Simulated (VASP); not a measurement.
# Sn (Immm) in VASP: further runs

The runs below take Sn through single point, with PBE.

All numbers are computed with VASP 6.6.1; they aren't measurements. Logs are shortened: lines on timing, memory, paths and dates and some standing lists are left out, and cuts for length are marked.

## (1) Starting point

Symmetry: Immm, No. 71, orthorhombic system. The conventional cell has a = 3.453 Å, b = 3.551 Å, c = 4.677 Å, α = 90.00°, β = 90.00°, γ = 90.00°. Sn (site symmetry mmm) is surrounded by 12 Sn at 3.41 to 3.55 Å.

This isn't the form of Sn at room conditions, which is tetragonal (white tin).

## (2) Single point, PBE

INCAR

```
SYSTEM = Sn
ADDGRID = .FALSE.
ALGO = Normal
EDIFF = 1E-5
ENCUT = 550
GGA = PE
ISIF = 2
ISMEAR = 1
LASPH = .TRUE.
LCHARG = .FALSE.
LREAL = .FALSE.
LWAVE = .FALSE.
NELM = 100
PREC = Accurate
SIGMA = 0.2
```

KPOINTS

```
k-points
0
G
  16 16 16
  0 0 0
```

POSCAR

```
Sn
1.0
   -1.7265390000      1.7755470000      2.3383420000
    1.7265390000     -1.7755470000      2.3383420000
    1.7265390000      1.7755470000     -2.3383420000
Sn
1
Direct
    0.0000000000      0.0000000000      0.0000000000
```

Potentials or basis: VASP PAW PBE potentials, release 64 (Sn).

On the command line:

```bash
$ cat potpaw_PBE.64/Sn/POTCAR > POTCAR
$ mpirun -np 1 vasp_std > vasp.out
```

OUTCAR:

```text
SYSTEM = Sn
   EDIFF = 1E-5
   ENCUT = 550
   GGA = PE
   ISIF = 2
   ISMEAR = 1
   LASPH = .TRUE.
   LREAL = .FALSE.
   NELM = 100
   PREC = Accurate

 Found    621 irreducible k-points:

 Following reciprocal coordinates:
            Coordinates               Weight
  0.000000  0.000000  0.000000      1.000000
  0.062500  0.000000  0.000000      4.000000
  0.125000  0.000000  0.000000      4.000000
  0.187500  0.000000  0.000000      4.000000
  0.250000  0.000000  0.000000      4.000000
  0.312500  0.000000 -0.000000      4.000000
   k-points           NKPTS =    621   k-points in BZ     NKDIM =    621   number of bands    NBANDS=      6
   number of dos      NEDOS =    301   number of ions     NIONS =      1
   total plane-waves  NPLWV =  21952
   dimension x,y,z NGX =    28 NGY =   28 NGZ =   28
   dimension x,y,z NGXF=    56 NGYF=   56 NGZF=   56
   ions per type =               1
   NGX,Y,Z   is equivalent  to a cutoff of  13.67, 13.67, 13.67 a.u.
   NGXF,Y,Z  is equivalent  to a cutoff of  27.33, 27.33, 27.33 a.u.
 SYSTEM =  Sn
   PREC   = accura    normal or accurate (medium, high low for compatibility)
   ISTART =      0    job   : 0-new  1-cont  2-samecut
   ICHARG =      2    charge: 1-file 2-atom 10-const
   ISPIN  =      1    spin polarized calculation?
   LNONCOLLINEAR =      F non collinear calculations
   LSORBIT =      F    spin-orbit coupling
   LASPH  =      T    aspherical Exc in radial PAW
   ENCUT  =  550.0 eV  40.42 Ry    6.36 a.u.   6.51  6.51  6.51*2*pi/ulx,y,z
   NELM   =    100;   NELMIN=  2; NELMDL= -5     # of ELM steps
   EDIFF  = 0.1E-04   stopping-criterion for ELM
   LREAL  =      F    real-space projection
   EDIFFG = 0.1E-03   stopping-criterion for IOM
   NSW    =      0    number of steps for IOM
   IBRION =     -1    ionic relax: 0-MD 1-quasi-New 2-CG
   NFREE  =      0    steps in history (QN), initial steepest desc. (CG)
   ISIF   =      2    stress and relaxation
   ISYM   =      2    0-nonsym 1-usesym 2-fastsym
   POTIM  = 0.5000    time-step for ionic-motion
   TEBEG  =    0.0;   TEEND  =   0.0 temperature during run
   PSTRESS=    0.0 pullay stress
   NELECT =       4.0000    total number of electrons
   NUPDOWN=      -1.0000    fix difference up-down
   EMIN   =  10.00;   EMAX   =-10.00  energy-range for DOS
   EFERMI =   0.00;   METHOD = LEGACY
   ISMEAR =     1;   SIGMA  =   0.20  broadening in eV -4-tet -1-fermi 0-gaus
   EFERMI_NEDOS =   21; number of points for ismear=-14 and -15
   IALGO  =     38    algorithm
   IMIX   =      4    mixing-type and parameters
     AMIX     =   0.40;   BMIX     =  1.00
     AMIX_MAG =   1.60;   BMIX_MAG =  1.00
  volume/ion in A,a.u.               =      28.67       193.50
  Fermi-wavevector in a.u.,A,eV,Ry     =   0.849055  1.604482  9.808370  0.720895
  Thomas-Fermi vector in A             =   1.964816
   LORBIT       =      0    0 simple, 1 ext, 2 COOP (PROOUT), +10 PAW based schemes
   GGA     = PE    functional components
   LHFCALC =     F    Hartree Fock is set to
   AEXX    =    0.0000 exact exchange contribution
   IVDW    =     0    specifies the selected vdW correction
   LEPSILON=     F    determine dielectric tensor
   LRPA    =     F    only Hartree local field effects (RPA)
 non-spin polarized calculation
 Methfessel and Paxton  Order N= 1 SIGMA  =   0.20
  energy-cutoff  :      550.00
  volume of cell :       28.67
 maximum number of plane-waves:       859
 NGX is ok and might be reduce to    28
   NGX = 13   NGY = 13   NGZ = 13

 number of electron       4.0000000 magnetization

 Free energy of the ion-electron system (eV)
  ---------------------------------------------------
  ext. energy  EPLUGINS =         0.00000000
  ---------------------------------------------------
  free energy    TOTEN  =        -3.77347031 eV

  energy without entropy =       -3.77278310  energy(sigma->0) =       -3.77324124

 E-fermi :   4.9431     XC(G=0):  -9.9656

 val. band max:        4.9403090570   @ k =  -0.3750   0.1250   0.0625
 cond. band min:       4.9460581002   @ k =  -0.4375  -0.3125   0.1250
 fundamental gap:      0.0057490432
 Fermi energy:         4.9431205828

 k-point     1 :       0.0000    0.0000    0.0000
  band No.  band energies     occupation
      1      -5.8253      2.00000
      2      11.9801      0.00000
      3      12.1243      0.00000
      4      12.5296      0.00000
      5      15.5903      0.00000
      6      15.8025      0.00000

 k-point     2 :       0.0625    0.0000    0.0000
  band No.  band energies     occupation
      1      -5.7498      2.00000
      2      11.1549      0.00000
      3      11.9992      0.00000
      4      12.3723      0.00000
      5      15.0508      0.00000
      6      16.2283      0.00000

 k-point     3 :       0.1250    0.0000    0.0000
  band No.  band energies     occupation
      1      -5.5234      2.00000
      2       9.4125      0.00000
      3      11.8145      0.00000
      4      11.9924      0.00000
      5      14.7304      0.00000
      6      16.6529      0.00000

 k-point     4 :       0.1875    0.0000    0.0000
  band No.  band energies     occupation
      1      -5.1472      2.00000
      2       7.5251     -0.00000
      3      11.5364      0.00000
      4      11.5883      0.00000
      5      14.5138      0.00000
      6      16.7738      0.00000

 k-point     5 :       0.2500    0.0000    0.0000
  band No.  band energies     occupation
      1      -4.6237      2.00000
      2       5.6894     -0.00000
      3      11.0960      0.00000
      4      11.3694      0.00000
      5      14.3834      0.00000
      6      16.1851      0.00000

 k-point     6 :       0.3125    0.0000   -0.0000
  band No.  band energies     occupation
      1      -3.9606      2.00000
      2       3.9744      2.00000
      3      10.7194      0.00000
      4      11.1868      0.00000
      5      14.3415      0.00000
      6      15.6641      0.00000

 [... further k-points ...]

------------------------ aborting loop because EDIFF is reached ----------------------------------------

  FORCE on cell =-STRESS in cart. coord.  units (eV):
  Direction    XX          YY          ZZ          XY          YZ          ZX
  --------------------------------------------------------------------------------------
  -------------------------------------------------------------------------------------
  Total       -0.1428745     -0.2695628     -0.2123749      0.0000000      0.0000000      0.0000000
  in kB       -7.9834146    -15.0623920    -11.8668948      0.0000000      0.0000000      0.0000000
  external PRESSURE =     -11.6375671 kB  Pullay stress =       0.0000000 kB

 VOLUME and BASIS-vectors are now :
 -----------------------------------------------------------------------------
  energy-cutoff  :      550.00
  volume of cell :       28.67
      direct lattice vectors                 reciprocal lattice vectors
    -1.726539000  1.775547000  2.338342000     0.000000000  0.281603359  0.213826720
     1.726539000 -1.775547000  2.338342000     0.289596702  0.000000000  0.213826720
     1.726539000  1.775547000 -2.338342000     0.289596702  0.281603359  0.000000000

 POSITION                                       TOTAL-FORCE (eV/Angst)
 -----------------------------------------------------------------------------------
      0.00000      0.00000      0.00000         0.000000      0.000000      0.000000
 -----------------------------------------------------------------------------------
    total drift:                                0.000000     -0.000000     -0.000000

  FREE ENERGIE OF THE ION-ELECTRON SYSTEM (eV)
  ---------------------------------------------------
  free  energy   TOTEN  =        -3.7734703118 eV

  energy  without entropy=       -3.7727830970  energy(sigma->0) =       -3.77324124
```

It took 42 s on 1 thread of Intel Xeon 6975P-C (Granite Rapids), shared host; peak memory 0.27 GiB.

The run converged, but some of its settings lie outside the range that counts as converged, so its numbers aren't taken as properties of the crystal.

What came out:

- Free energy: -3.7735 eV
- Pressure: -1.2 GPa
- Band gap on the k mesh: none (metal or under the smearing width)

## (3) Single point, PBE

INCAR is that of step 2.

KPOINTS is that of step 2.

POSCAR

```
Sn
1.0
   -1.6810770000      1.7214010000      2.3373330000
    1.7271670000     -1.7623000000      2.4024190000
    1.7145940000      1.7948920000     -2.3683880000
Sn
1
Direct
    0.0245380000     -0.0183670000      0.0024320000
```

Potentials or basis: VASP PAW PBE potentials, release 64 (Sn).

On the command line:

```bash
$ cat potpaw_PBE.64/Sn/POTCAR > POTCAR
$ mpirun -np 1 vasp_std > vasp.out
```

It took 2.7 min on 1 thread of Intel Xeon 6975P-C (Granite Rapids), shared host; peak memory 0.54 GiB.

These settings aren't checked as converged: the numbers below hold their error.

What came out:

```yaml
Free_energy: -3.7731 eV
Pressure: -1.1 GPa
Band_gap_on_the_k_mesh: none (metal or under the smearing width)
```

## (4) The reference run

An earlier run on the cell as given: functional PBE; potentials or basis VASP PAW PBE potentials, release 64 (Sn_d); cutoff 520 eV; k mesh 11 × 11 × 11; occupations fermi-dirac, width 0.05 eV; no spin polarisation.

- Pressure: -1.1 GPa
- Band gap on the k mesh: none (metal or under the smearing width)
